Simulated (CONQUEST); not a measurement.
Here is a CONQUEST 1.3 calculation.

File Conquest_input:

```
IO.Title Pt
IO.Coordinates coords.dat
IO.FractionalAtomicCoords T
IO.Iprint 2
IO.Iprint_init 1
General.NumberOfSpecies 2
General.PseudopotentialType hamann
AtomMove.TypeOfRun static
AtomMove.FullStress T
Grid.GridCutoff 100
DM.SolutionMethod diagon
Diag.MPMesh T
Diag.GammaCentred T
Diag.MPMeshX 8
Diag.MPMeshY 8
Diag.MPMeshZ 6
Diag.kT 0.00099223
minE.SCTolerance 1e-6
SC.MaxIters 100
IO.AtomChargeOutput T
Spin.SpinPolarised T
Spin.FixSpin F
SC.LinearMixingFactor 0.3
SC.MaxPulay 8
%block ChemicalSpeciesLabel
1 195.080 Pt_1
2 195.080 Pt_2
%endblock
%block Pt_1
Atom.SpinNeUp 9.0750
Atom.SpinNeDn 8.9250
%endblock
%block Pt_2
Atom.SpinNeUp 9.0450
Atom.SpinNeDn 8.9550
%endblock
```

Contents of coords.dat:

```
    5.2404588045     0.0000000000     0.0000000000
    0.0000000000     5.2404588045     0.0000000000
    0.0000000000     0.0000000000     7.4111279156
2
  0.0000000000   0.0000000000   0.0000000000 1 T T T
  0.5000000000   0.5000000000   0.5000000000 2 T T T
```

Potentials or basis: PseudoDojo NC LDA, SZP, grid cutoff 100 Ha.

Run with:

```console
$ Conquest
```

What does it give for the band gap on the k mesh?

None (metal or under the smearing width).

Estimate the net moment.

0.00 μB per cell.

Predict the pressure.

3.0 GPa.

Stress tensor (GPa, compression positive):
```
3.71 0.00 0.00
0.00 3.71 0.00
0.00 0.00 1.56
```

Caveat: the atomic basis is small; the box holds several primitive cells, so bands are folded and the points are those of the box's own zone; the basis of atomic orbitals isn't converged, which shifts pressures, moduli and gaps. The run has no spin-orbit coupling, so splittings on Pt are missing.
